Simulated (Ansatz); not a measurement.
**Transmission past a defect: (3,3) C nanotube, B in place of one C**

What does the defect do to the conductance?

Calculated with Ansatz 0.2.0; DFT PBE, plane waves, PAW; relaxation of a wire's period, in the first sound run; inputs show where later runs differ.

### 1. Starting point

The cell holds 12 atoms: 12 C. Its edges and angles: a = 10.868 Å, b = 10.806 Å, c = 2.460 Å, α = 90.0°, β = 90.0°, γ = 90.0°. Vacuum lies along a and b. The structure's axis is c.

### 2. The relaxed wire

Band widths follow the bond lengths, so the wire is relaxed first. The atoms and the third cell vector are free; the box across stays fixed as vacuum. A Fermi-Dirac smearing is set since the result may be a metal. The pressure printed is a third of the stress's trace over the whole box, vacuum included; only the stress along the axis is relaxed.

The input, input.yaml:

```yaml
crystal:
  lattice:
    - [10.868, 0.0, 0.0]
    - [0.0, 10.806, 0.0]
    - [0.0, 0.0, 2.4595121467]
  atoms:
    - { symbol: C, position: [0.643369038, 0.621000301, 0.0] }
    - { symbol: C, position: [0.687154982, 0.500009175, 0.0] }
    - { symbol: C, position: [0.31284505, 0.500009175, 0.5] }
    - { symbol: C, position: [0.356630994, 0.379018048, 0.5] }
    - { symbol: C, position: [0.467500897, 0.685378334, 0.5] }
    - { symbol: C, position: [0.593577499, 0.663020078, 0.5] }
    - { symbol: C, position: [0.593577499, 0.336998271, 0.5] }
    - { symbol: C, position: [0.675868157, 0.435631141, 0.5] }
    - { symbol: C, position: [0.324131875, 0.564387208, 0.0] }
    - { symbol: C, position: [0.406422533, 0.663020078, 0.0] }
    - { symbol: C, position: [0.406422533, 0.336998271, 0.0] }
    - { symbol: C, position: [0.532499135, 0.314640015, 0.0] }
kpoints:
  mp_grid: { grid: [1, 1, 33] }
scf:
  occupations: { method: fermi_dirac, width: 0.05 }
hamiltonian:
  xc: pbe
relax:
  cell: { fix: [a, b, alpha, beta, gamma] }
  max_steps: 60
```

On the command line:

```console
$ ansatz run input.yaml --threads 4 --pin off --max-ram 16384MiB --backend cpu --events-out ev --progress --plain --runs-dir out
```

Numbers of over 12 decimals in the logs are rounded to 6 here.

The log of the run:

```text
Engine: ansatz 0.2.0, aarch64-unknown-linux-gnu
Pseudopotentials: kind: paw
Pseudopotential: C, paw, valence charge 4, recommended cutoff 420 eV (normal), C.paw.azcp
Functional definition: PBE
  parameter kappa = 0.804
  parameter beta = 0.066725
  exchange = pbe_x(kappa = kappa, mu = beta*pi^2/3)
  correlation = pbe_c(beta = beta)
Crystal: 12 atoms, lattice volume = 288.844 Å³
Basis set: ecut = 420 eV, 5637 PW (Γ), exchange–correlation on 150×150×36 points (8 copies of the dense FFT grid, shifted against one another)
Bands: 36, of which v1, the nominal top of the filled ones, is band 24 counted from 1 (23 counted from 0)
Symmetry: 4 space group operations
Space group: P21/m (ITA 11), of the structure as read, at distance tolerance 6.6e-5 Å
k-points: 17 of 33
Non-local potential: C, projectors of the file, l = 0: 2, l = 1: 2, l = 2: 1
PAW form: soft (Blöchl's): semilocal exchange-correlation on the pseudo side does not see the compensation charge
PAW one-centre angular grid: C, 110 points (default); XC on 64 Gauss nodes
Initial density: superposition of atomic densities (neutral atoms: chi_scale 0, normalization atom), corrected by the library's trained network
Initial wavefunctions: pseudopotential atomic-orbital guess
Functional: x = pbe(κ = 0.804, μ = 0.219515), c = pbe(β = 0.066725)
SCF iter   1: F=—  HF=-3005.117224 eV  |F-HF|=—  |Δ(HF+E_count)|=         —  Δρ=6.24e-3  dr2=6.55e-2  ethr=1.77e-3  ⟨swp⟩=12.7  Hψ=4230  notcnv=0  defer=43
preconditioner: auto → LDOS  [insulator: Δε(μ)=0.149 eV  Ē_g=14.057 eV  σ=0.050 eV  W_gap=0.63  n_scr=36 (ndim 8)  ℏωp=15.1 eV  f_vac=0.617  D(μ)=0.79/eV (n_scr^D=4)  ε∞_Penn≈2.2  β→1.0]
SCF iter   2: F=—  HF=-3005.124068 eV  |F-HF|=—  |Δ(HF+E_count)|=   6.84e-3  Δρ=1.54e-3  dr2=8.16e-3  ethr=1.36e-4  ⟨swp⟩=3.6  Hψ=1383  notcnv=0  defer=69
SCF iter   3: F=—  HF=-3005.121274 eV  |F-HF|=—  |Δ(HF+E_count)|=   2.79e-3  Δρ=3.77e-4  dr2=1.15e-3  ethr=1.70e-5  ⟨swp⟩=2.0  Hψ=1036  notcnv=0  defer=69
SCF iter   4: F=—  HF=-3005.121024 eV  |F-HF|=—  |Δ(HF+E_count)|=   2.50e-4  Δρ=1.25e-4  dr2=1.21e-4  ethr=2.39e-6  ⟨swp⟩=2.0  Hψ=918  notcnv=0  defer=69
SCF iter   5: F=—  HF=-3005.120993 eV  |F-HF|=—  |Δ(HF+E_count)|=   3.18e-5  Δρ=2.85e-5  dr2=4.76e-6  ethr=2.53e-7  ⟨swp⟩=2.1  Hψ=887  notcnv=0  defer=69
SCF iter   6: F=—  HF=-3005.120788 eV  |F-HF|=—  |Δ(HF+E_count)|=   2.04e-4  Δρ=8.36e-6  dr2=5.82e-7  ethr=9.91e-9  ⟨swp⟩=2.1  Hψ=984  notcnv=0  defer=69
SCF iter   7: F=-3005.120788 eV  HF=-3005.120788 eV  |F-HF|=1.06e-8  |Δ(HF+E_count)|=   9.09e-8  Δρ=1.69e-6  dr2=1.69e-8  ethr=2.08e-10  ⟨swp⟩=5.0  Hψ=2186  notcnv=0
SCF 1 converged in 7 iterations: F = -3005.120788 eV  dr2 = 1.69e-8
  greatest PAW one-centre occupation: 0.679 electrons in one spin orbital (limit 2), on the C atom at site 3 (counted from 0), in its partial waves of l = 0
relax step   1: F+E_penalty+E_count = -3005.12078838 eV  Δ(F+E_penalty+E_count) = +0.000e0 eV  max|allowed force component| = 1.030e0 eV/Å  Δτ_max = 0.0000 Å  P = +5.740 GPa  Ω = 288.844 Å³  fix = [a, b, alpha, beta, gamma]  reactions: a +6.817, b +6.801 GPa; gamma -0.012 GPa/rad  (7 SCF iters, dr2 threshold 1.00e-7 eV, accepted)
Crystal: 12 atoms, lattice volume = 288.884 Å³
Initial density: handed on by an earlier stage of this run
Initial wavefunctions: those handed on with the density
iter 1 solved again at ethr=7.46e-4 eV; its pass at ethr=3.10e-3 eV (dr2=3.58e-1 eV) is discarded
SCF iter   1: F=—  HF=-3005.594216 eV  |F-HF|=—  |Δ(HF+E_count)|=         —  Δρ=1.14e-2  dr2=3.44e-1  ethr=7.46e-4  ⟨swp⟩=2.5  Hψ=2835  notcnv=0
preconditioner: auto → LDOS  [insulator: Δε(μ)=0.160 eV  Ē_g=13.712 eV  σ=0.050 eV  W_gap=0.66  n_scr=36 (ndim 8)  ℏωp=15.1 eV  f_vac=0.599  D(μ)=0.72/eV (n_scr^D=4)  ε∞_Penn≈2.2  β→1.0]
SCF iter   2: F=—  HF=-3005.638402 eV  |F-HF|=—  |Δ(HF+E_count)|=   4.42e-2  Δρ=7.25e-3  dr2=4.67e-1  ethr=7.16e-4  ⟨swp⟩=4.9  Hψ=2032  notcnv=0  defer=19
SCF iter   3: F=—  HF=-3005.496554 eV  |F-HF|=—  |Δ(HF+E_count)|=   1.42e-1  Δρ=9.32e-4  dr2=1.46e-3  ethr=7.16e-4  ⟨swp⟩=3.3  Hψ=1145  notcnv=0  defer=27
SCF iter   4: F=—  HF=-3005.495989 eV  |F-HF|=—  |Δ(HF+E_count)|=   5.65e-4  Δρ=1.09e-4  dr2=2.87e-5  ethr=3.04e-6  ⟨swp⟩=2.3  Hψ=1208  notcnv=0  defer=42
SCF iter   5: F=—  HF=-3005.495899 eV  |F-HF|=—  |Δ(HF+E_count)|=   9.04e-5  Δρ=1.75e-5  dr2=9.06e-7  ethr=2.50e-9  ⟨swp⟩=3.9  Hψ=2647  notcnv=0
SCF iter   6: F=-3005.495899 eV  HF=-3005.495899 eV  |F-HF|=3.54e-7  |Δ(HF+E_count)|=   1.10e-7  Δρ=1.11e-5  dr2=4.45e-7  ethr=1.89e-9  ⟨swp⟩=2.9  Hψ=2192  notcnv=0
SCF 2 converged in 6 iterations: F = -3005.495899 eV  dr2 = 4.45e-7
  greatest PAW one-centre occupation: 0.670 electrons in one spin orbital (limit 2), on the C atom at site 10 (counted from 0), in its partial waves of l = 0
relax step   2: F+E_penalty+E_count = -3005.49589860 eV  Δ(F+E_penalty+E_count) = -3.751e-1 eV  max|allowed force component| = 4.769e-1 eV/Å  Δτ_max = 0.0505 Å  P = +1.840 GPa  Ω = 288.884 Å³  energy of the carried Pulay correction = -5.018e-5 eV  fix = [a, b, alpha, beta, gamma]  reactions: a +2.075, b +2.053 GPa; gamma -0.011 GPa/rad  (6 SCF iters, dr2 threshold 1.20e-6 eV, accepted)
Crystal: 12 atoms, lattice volume = 289.574 Å³
Basis set: ecut = 420 eV, 5661 PW (Γ), exchange–correlation on 150×150×36 points (8 copies of the dense FFT grid, shifted against one another)
iter 1 solved again at ethr=1.21e-4 eV; its pass at ethr=3.10e-3 eV (dr2=5.79e-2 eV) is discarded
SCF iter   1: F=—  HF=-3005.556725 eV  |F-HF|=—  |Δ(HF+E_count)|=         —  Δρ=4.53e-3  dr2=5.66e-2  ethr=1.21e-4  ⟨swp⟩=2.6  Hψ=2535  notcnv=0
preconditioner: auto → Resta (q_TF=auto, 2.022 Å⁻¹)  ε∞=2.2  [insulator: Δε(μ)=0.289 eV  Ē_g=13.672 eV  σ=0.050 eV  W_gap=0.89  n_scr=36 (ndim 8)  ℏωp=15.1 eV  f_vac=0.596  D(μ)=0.37/eV (n_scr^D=0)  ε∞_Penn≈2.2  vacuum switching on, ρ_ref=1.4e-2 e/Å³]
SCF iter   2: F=—  HF=-3005.540770 eV  |F-HF|=—  |Δ(HF+E_count)|=   1.60e-2  Δρ=1.64e-3  dr2=3.74e-3  ethr=1.18e-4  ⟨swp⟩=2.1  Hψ=1053  notcnv=0
SCF iter   3: F=—  HF=-3005.540027 eV  |F-HF|=—  |Δ(HF+E_count)|=   7.44e-4  Δρ=5.27e-4  dr2=4.63e-4  ethr=7.80e-6  ⟨swp⟩=2.5  Hψ=1035  notcnv=0
SCF iter   4: F=—  HF=-3005.539907 eV  |F-HF|=—  |Δ(HF+E_count)|=   1.20e-4  Δρ=8.28e-5  dr2=4.43e-5  ethr=9.64e-7  ⟨swp⟩=2.4  Hψ=896  notcnv=0
SCF iter   5: F=—  HF=-3005.539901 eV  |F-HF|=—  |Δ(HF+E_count)|=   5.34e-6  Δρ=3.44e-5  dr2=4.41e-6  ethr=9.22e-8  ⟨swp⟩=2.2  Hψ=930  notcnv=0
SCF iter   6: F=-3005.539904 eV  HF=-3005.539903 eV  |F-HF|=1.26e-7  |Δ(HF+E_count)|=   2.05e-6  Δρ=9.96e-6  dr2=2.31e-7  ethr=2.50e-9  ⟨swp⟩=4.6  Hψ=1983  notcnv=0
SCF 3 converged in 6 iterations: F = -3005.539904 eV  dr2 = 2.31e-7
  greatest PAW one-centre occupation: 0.667 electrons in one spin orbital (limit 2), on the C atom at site 2 (counted from 0), in its partial waves of l = 0
relax step   3: F+E_penalty+E_count = -3005.53990361 eV  Δ(F+E_penalty+E_count) = -4.401e-2 eV  max|allowed force component| = 1.823e-1 eV/Å  Δτ_max = 0.0194 Å  P = +0.138 GPa  Ω = 289.574 Å³  energy of the carried Pulay correction = -9.094e-4 eV  fix = [a, b, alpha, beta, gamma]  reactions: a +0.195, b +0.171 GPa; gamma -0.008 GPa/rad  (6 SCF iters, dr2 threshold 1.20e-6 eV, accepted)
[...]
relax step   4: F+E_penalty+E_count = -3005.54198311 eV  Δ(F+E_penalty+E_count) = -2.080e-3 eV  max|allowed force component| = 8.870e-3 eV/Å  Δτ_max = 0.0027 Å  P = -0.038 GPa  Ω = 289.737 Å³  energy of the carried Pulay correction = -1.113e-3 eV  fix = [a, b, alpha, beta, gamma]  reactions: a -0.004, b -0.029 GPa; gamma -0.009 GPa/rad  (4 SCF iters, dr2 threshold 1.20e-6 eV, accepted)
[...]
relax step   5: F+E_penalty+E_count = -3005.54209383 eV  Δ(F+E_penalty+E_count) = -1.107e-4 eV  max|allowed force component| = 1.111e-3 eV/Å  Δτ_max = 0.0004 Å  P = -0.009 GPa  Ω = 289.663 Å³  energy of the carried Pulay correction = -1.020e-3 eV  fix = [a, b, alpha, beta, gamma]  reactions: a -0.012, b -0.034 GPa; gamma -0.010 GPa/rad  (5 SCF iters, dr2 threshold 1.61e-8 eV, accepted)
Initial wavefunctions: pseudopotential atomic-orbital guess (no wavefunctions were taken with the density)
iter 1 solved again at ethr=7.29e-7 eV; its pass at ethr=3.10e-3 eV (dr2=3.50e-4 eV) is discarded
SCF iter   1: F=—  HF=-3005.543204 eV  |F-HF|=—  |Δ(HF+E_count)|=         —  Δρ=1.43e-5  dr2=8.47e-8  ethr=7.29e-7  ⟨swp⟩=6.2  Hψ=5738  notcnv=0  defer=2
eigensolver tolerance schedule: the retry pair's looser diagonalisation over-reported the residual by 4131.57 of it (diagonalisation noise at 34.85 of the residual, at the tolerance the schedule requests for it); recorded, not acted on — ethr = c·dr2/N_el stays at c = 1.0e-1
preconditioner: auto → Resta (q_TF=auto, 2.022 Å⁻¹)  ε∞=2.2  [insulator: Δε(μ)=0.295 eV  Ē_g=13.726 eV  σ=0.050 eV  W_gap=0.90  n_scr=36 (ndim 8)  ℏωp=15.1 eV  f_vac=0.596  D(μ)=0.34/eV (n_scr^D=0)  ε∞_Penn≈2.2  vacuum switching on, ρ_ref=1.4e-2 e/Å³]
SCF iter   2: F=—  HF=-3005.543135 eV  |F-HF|=—  |Δ(HF+E_count)|=   6.90e-5  Δρ=7.21e-6  dr2=2.06e-8  ethr=1.76e-10  ⟨swp⟩=3.5  Hψ=1444  notcnv=0  defer=1
SCF iter   3: F=—  HF=-3005.543138 eV  |F-HF|=—  |Δ(HF+E_count)|=   3.46e-6  Δρ=2.60e-6  dr2=8.49e-9  ethr=4.30e-11  ⟨swp⟩=3.5  Hψ=1189  notcnv=0  defer=1
SCF iter   4: F=—  HF=-3005.543138 eV  |F-HF|=—  |Δ(HF+E_count)|=   3.95e-7  Δρ=4.27e-7  dr2=5.57e-10  ethr=1.77e-11  ⟨swp⟩=2.4  Hψ=956  notcnv=0  defer=1
SCF iter   5: F=-3005.543138 eV  HF=-3005.543138 eV  |F-HF|=7.87e-11  |Δ(HF+E_count)|=   2.11e-9  Δρ=1.34e-7  dr2=2.99e-11  ethr=1.00e-12  ⟨swp⟩=5.0  Hψ=2178  notcnv=0
SCF 6 converged in 5 iterations: F = -3005.543138 eV  dr2 = 2.99e-11
relax step   6: F+E_penalty+E_count = -3005.54313849 eV  Δ(F+E_penalty+E_count) = -1.045e-3 eV  max|allowed force component| = 1.078e-3 eV/Å  Δτ_max = 0.0000 Å  P = -0.000 GPa  Ω = 289.663 Å³  fix = [a, b, alpha, beta, gamma]  reactions: a +0.002, b -0.023 GPa; gamma -0.008 GPa/rad  stress off target by 2.08e-2 GPa on what of the cell is left free  SCF on the basis re-selected at this cell (its energy is not comparable with the rows above)  (5 SCF iters)
basis re-selected at this cell: Δ(F+E_penalty+E_count) = -1.045e-3 eV, ΔP = +0.008 GPa vs the last step (what re-selecting the basis moved, of the pressure what is left beyond the Pulay correction that the steps carried, after the strain that the cell walked since its last selection, with what the two solves' SCF thresholds leave and, on support functions, any second-order correction that the steps lacked; it is no m [...]
SCF converged after 5 iterations
Free energy (F): -3005.543138 eV
Harris-Foulkes:  -3005.543138 eV  (|F-HF|=7.87e-11)
Internal energy: -3005.539400 eV  (E = F + TS)
E sigma→0 (E₀):  -3005.541269 eV
Entropy (-TS):   -0.003739 eV (-0.312 meV/atom)
Fermi energy:    -0.001003 eV
--- Per-component energies (eV) ---
  E_band       = -450.309516
  E_kinetic    = 1085.987896
  E_local      = -9903.666085  (includes V_loc(G=0)·N_el)
  E_nonlocal   = 326.383751
  E_hartree    = 4415.622352
  E_xc         = -573.292101
  E_vxc        = -709.631115  (∫ρ·V_xc dr)
  E_paw        = -1191.314148  (= ΣΔE_a)
  E_vpaw       = -80.628690  (= ΣTr[D̂ρ^β])
  E_aug_tail   = 0.000090  (compensation charges beyond the density's cutoff)
  E_ewald      = 2834.738846
  E_smearing   = -0.003739  (= −TS)
  E_closure    = 0.000000  (closes the sum)
  Σ components = -3005.543138   (vs F -3005.543138, Δ=0.00e0)
--- Forces (eV/Å), atoms counted from 1 ---
  atom   1  C     -0.00005142    -0.00046852    -0.00000000
  atom   2  C     -0.00048549     0.00080167    -0.00000000
  atom   3  C      0.00048549    -0.00080167     0.00000000
  atom   4  C      0.00005142     0.00046852     0.00000000
  atom   5  C      0.00070416    -0.00073346     0.00000000
  atom   6  C     -0.00054152     0.00026294    -0.00000000
  atom   7  C      0.00053418     0.00006101    -0.00000000
  atom   8  C     -0.00107778    -0.00043146     0.00000000
  atom   9  C      0.00107778     0.00043146    -0.00000000
  atom  10  C     -0.00053418    -0.00006101     0.00000000
  atom  11  C      0.00054152    -0.00026294     0.00000000
  atom  12  C     -0.00070416     0.00073346    -0.00000000
  max |Σ_I F_I| component: 3.25e-19 eV/Å
--- Stress (GPa, compression-positive) ---
        0.001870       0.007873      -0.000000
        0.007872      -0.022783       0.000000
       -0.000000       0.000000       0.020776
  P = ⅓ Tr σ = -0.0000 GPa (-0.000 kbar)
--- Relaxed structure (5 steps of the walk, 5 accepted, 1 SCFs on fresh bases) ---
  F+E_penalty+E_count = -3005.54313849 eV   max|allowed force component| = 1.078e-3 eV/Å   (the final SCF, on the basis selected at the relaxed cell)
  cell:  # Å, volume = 289.6627 Å³
    - [10.868, 0, 0.0]
    - [0, 10.806, 0.0]
    - [0.0, 0.0, 2.466482]
  atoms:
    - { symbol: C, position: [0.648270, 0.625321, 0.0] }
    - { symbol: C, position: [0.693514, 0.500081, 0.0] }
    - { symbol: C, position: [0.306486, 0.499919, 0.500000] }
    - { symbol: C, position: [0.351730, 0.374679, 0.500000] }
    - { symbol: C, position: [0.466301, 0.691757, 0.500000] }
    - { symbol: C, position: [0.596809, 0.668744, 0.500000] }
    - { symbol: C, position: [0.596794, 0.331411, 0.500000] }
    - { symbol: C, position: [0.681871, 0.433552, 0.500000] }
    - { symbol: C, position: [0.318129, 0.566448, 0.0] }
    - { symbol: C, position: [0.403206, 0.668589, 0.0] }
    - { symbol: C, position: [0.403191, 0.331256, 0.0] }
    - { symbol: C, position: [0.533699, 0.308243, 0.0] }
```

Run time: 13 s. Hardware: 4 threads of Arm Neoverse V2, shared host; peak memory 0.65 GiB; 50 s of CPU time.

Step by step:

| step | energy less that of the first step (eV) | largest force component (eV/Å) | pressure (GPa) | volume (Å³) |
| --- | --- | --- | --- | --- |
| 1 | 0.0000 | 1.0299 | 5.74 | 288.84 |
| 2 | -0.3751 | 0.4769 | 1.84 | 288.88 |
| 3 | -0.4191 | 0.1823 | 0.14 | 289.57 |
| 4 | -0.4212 | 0.0089 | -0.04 | 289.74 |
| 5 | -0.4213 | 0.0011 | -0.01 | 289.66 |
| 6* | -0.4223 | 0.0011 | 0.00 | 289.66 |

Relaxation steps marked * repeat the geometry before them on a plane-wave basis chosen anew for their cell, so energy and pressure can jump there.

The run keeps the 4 symmetry operations that it works with, so distortions that break them were not tested.

| cell as run | before | after | change |
| --- | --- | --- | --- |
| c (Å) | 2.460 | 2.466 | +0.3 % |

The atoms that moved most (Å, along periodic axes as changes of fractional coordinates times the final cell, across vacuum about the mean position):

| atom | dx | dy | dz | length |
| --- | --- | --- | --- | --- |
| C6 | 0.035 | 0.062 | 0.000 | 0.071 |
| C11 | -0.035 | -0.062 | 0.000 | 0.071 |
| C1 | 0.053 | 0.047 | 0.000 | 0.071 |
| C4 | -0.053 | -0.047 | 0.000 | 0.071 |
| C5 | -0.013 | 0.069 | 0.000 | 0.070 |
| C12 | 0.013 | -0.069 | 0.000 | 0.070 |
| C10 | -0.035 | 0.060 | 0.000 | 0.070 |
| C7 | 0.035 | -0.060 | 0.000 | 0.070 |

Numbers from this step:

```
energy at zero smearing    : -3005.5413 eV
cell length along the wire : 2.466 Å
```

The cell's length comes to 2.466 Å with spin left out.

(Continued in part 2 of 4.)

[Logs are printed without paths, hosts, clocks, repeated set-up lines and the standing remarks that a program may print on its own settings, such as how far it seeks lower states.]

[Hosts, paths, dates, database ids (printed as entryN), source tags and the programs' standing remarks are cut or masked in the printed files.]
